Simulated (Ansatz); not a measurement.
NaF (CsCl type) (r2SCAN geometry), in Ansatz:

```cif
data_structure
_symmetry_space_group_name_H-M 'Pm-3m'
_symmetry_Int_Tables_number 221
_cell_length_a 2.7935
_cell_length_b 2.7935
_cell_length_c 2.7935
_cell_angle_alpha 90.000
_cell_angle_beta 90.000
_cell_angle_gamma 90.000
_cell_volume 21.80
loop_
_atom_site_label
_atom_site_type_symbol
_atom_site_symmetry_multiplicity
_atom_site_Wyckoff_symbol
_atom_site_fract_x
_atom_site_fract_y
_atom_site_fract_z
_atom_site_occupancy
Na1 Na 1 a 0.00000 0.00000 0.00000 1
F1 F 1 b 0.50000 0.50000 0.50000 1
```

G0W0@PBE with 81 empty bands, a screening cutoff of 140 eV and a 4×4×4 mesh (PAW, contour deformation) gives 10.174 eV over the mesh points, from a PBE gap of 6.125 eV; it sums over 89 bands with 81 plane waves in the screening and a wave cutoff of 420 eV. The G0W0 figures hold for the stated bands, cutoff and mesh and aren't extrapolated. Note: simulated data, non-magnetic, for a generated structure that need not be the stable one.

**Question.** Estimate the gap with frequency model Godby-Needs pole.

**Answer.** 10.221 eV (+0.047 eV), from a Kohn-Sham gap of 6.125 eV.

**Question.** Estimate the gap with starting point LDA.

**Answer.** 10.155 eV (-0.019 eV), from a Kohn-Sham gap of 5.793 eV.

**Question.** Estimate the gap with empty bands 150, screening cutoff 210 eV.

**Answer.** 10.349 eV (+0.175 eV), from a Kohn-Sham gap of 6.125 eV.

**Question.** Another run gave a Kohn-Sham gap of 6.125 eV and a G0W0 gap of 10.094 eV, summing over 43 bands with 33 plane waves in the screening and a wave cutoff of 420 eV. What was changed?

**Answer.** Empty bands 35, screening cutoff 80 eV. The counts of bands and plane waves show it.
